## Results and discussion: moving Mo off the mid-plane of a MoTe₂ layer

The energy change is the energy of the cell with its Mo atom displaced, less that of the undisturbed cell. It was computed with a meta-GGA density functional for a single MoTe₂ layer separated from its periodic copies by vacuum. The Mo atom was shifted along the layer normal while both Te atoms and the cell stayed fixed. The force along direction is the force on Mo along this normal, and a negative sign at positive displacement means that it pulls Mo back.

MoTe₂ layer (P-6m2, 3 atoms a cell, a = 3.560 Å, c = 17.524 Å), not relaxed at this level, with Mo moved along the layer normal and all else fixed. Computed with Ansatz 0.2.0: r2SCAN density functional theory, plane-wave PAW, scalar-relativistic, no spin polarisation, 500 eV cutoff, Gamma-centred 9×9×2 k mesh, 0.05 eV Gaussian smearing. Energy changes are in free energy.

| displacement (Å) | energy change (eV a cell) | force along direction (eV/Å summed over the moved atoms) | gap on mesh (eV) |
| --- | --- | --- | --- |
| -0.2 | 0.438 | 4.377 | 0.983 |
| -0.1 | 0.110 | 2.193 | 1.135 |
| 0 | 0.000 | 0.000 | 1.124 |
| 0.05 | 0.027 | -1.096 | 1.127 |
| 0.15 | 0.247 | -3.290 | 1.147 |

In the undisturbed layer Mo sits midway between two Te planes. A shift towards one of them shortens three Mo–Te bonds and lengthens the other three. The shortened bonds push Mo back and the lengthened ones pull it back, so both sides work in the same sense. The energy therefore rises in either direction, and the scan has a single minimum at the centre.

The two sides don't share the work equally. With Mo displaced by -0.2 Å, the same calculation gives a push of 2.75 eV/Å on the approached Te atom but a pull of only 1.63 eV/Å on the other. This is the usual behaviour of a chemical bond, which stiffens when compressed and softens when stretched. Halving the displacement cuts the difference between push and pull to about a quarter, so it grows as the square of the displacement.

Mo feels the sum of the two. What the compressed side adds to the restoring force, the stretched side takes away, and to this order the force on Mo stays proportional to the displacement. The mirror plane through Mo guarantees the cancellation: shifts up and down must cost the same energy, so the energy can contain only even powers of the displacement $x$. Keeping the first of them gives a spring,

$$F=-Kx,\qquad \Delta E=\tfrac12Kx^2,$$

where $F$ is the force along direction, $\Delta E$ the energy change and $K$ the stiffness. The factor one half appears because the force grows evenly from zero, so its average over the path is half its final value.

One force is enough to set the stiffness. The row at 0.05 Å gives $K=1.096/0.05\approx22$ eV/Å², rounded for use by hand. The rule is then easy to remember: the force is 22 times the displacement, and the energy is 11 times its square, in eV and Å.

The row at 0.15 Å played no part in setting $K$. For it the rule gives

$$F=-22\times0.15=-3.30\ \text{eV/Å},\qquad \Delta E=11\times0.15^2\approx0.25\ \text{eV}.$$

The full calculation finds -3.290 eV/Å and 0.247 eV. Three times the displacement of the calibration row thus costs three times the force but about nine times the energy.

The row at -0.2 Å is a harder test, since it lies on the other side of the centre and farther out. Here

$$F=22\times0.2=4.4\ \text{eV/Å},\qquad \Delta E=11\times0.2^2=0.44\ \text{eV},$$

against computed values of 4.377 eV/Å and 0.438 eV. The force has changed sign, as a restoring force must, while the energy has not.

Over all displaced rows the rule reproduces the computed force to within 0.6 % and the energy to within 2 meV. Symmetry explains only part of this accuracy. It removes the cubic term of the energy but allows a fourth-power term, and that this term stays so small up to 0.2 Å is a result of the calculation. The layer was not relaxed at this level of theory beforehand, yet each Te atom feels only 0.007 eV/Å at the start, so the spacing of the Te planes is already close to equilibrium. The force on Mo vanishes at the centre by symmetry alone.

The stiffness belongs to one particular motion, in which every Mo atom of the layer shifts together between fixed Te planes. A single displaced Mo atom, or a shift within the plane, needs its own constant. Beyond 0.2 Å the higher even powers must eventually matter, and the scan doesn't show where. For another layer whose metal atom lies on a mirror plane, the same argument gives the form of the rule for small shifts at right angles to that plane. One computed force supplies the number, and a second one farther out shows whether the rule still holds there. An inversion centre at the metal atom serves as well as the mirror. Where no symmetry makes the two directions alike, the cubic term returns and they cost different energies.

The gap on mesh shows how such a rule can break down. It too must be an even function of the displacement, and between 0 and 0.15 Å it rises by about 0.02 eV. Scaled with the square, this rise leads to about 1.16 eV at -0.2 Å, whereas the calculation gives 0.983 eV. A gap is the distance between the highest filled and the lowest empty level, and a different level may take over one of these roles as Mo moves; this is the likely cause of the drop, but it was not tested. The gap is also read from the k mesh alone, which can miss the true band edges, and spin–orbit coupling is left out, so the displacement at which the drop sets in is uncertain. The energy depends on all filled levels together, not on the two at the gap alone, and still follows the spring rule at this point.
